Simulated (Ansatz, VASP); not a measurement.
## Ga in VASP and in Ansatz

```
Ga
1.0
     2.72271    0.00000    0.00000
     0.00000    2.72271    0.00000
     0.00000    0.00000    2.72271
Ga
1
Direct
  0.00000 0.00000 0.00000
```

Alike in both runs: functional PBE; k mesh 15 × 15 × 15; occupations fermi-dirac, width 0.05 eV; no spin polarisation.

Ansatz relaxed the structure, and its values are those at the end. VASP's run is a single point on that final structure, the one shown.

|  | VASP | Ansatz |
| --- | --- | --- |
| version | VASP 6.6.1 | Ansatz 0.2.0 |
| potentials or method | VASP PAW PBE potentials, release 64 (Ga_d), cutoff 520 eV | all-electron LAPW, non-relativistic |

Ansatz gave:

| Quantity | Value |
| --- | --- |
| pressure (GPa) | 0.0 |

What did VASP give for the same quantities?

Pressure (GPa): 0.1.

Ansatz ran all-electron here, so the differences hold the error of VASP's frozen core and of both bases.
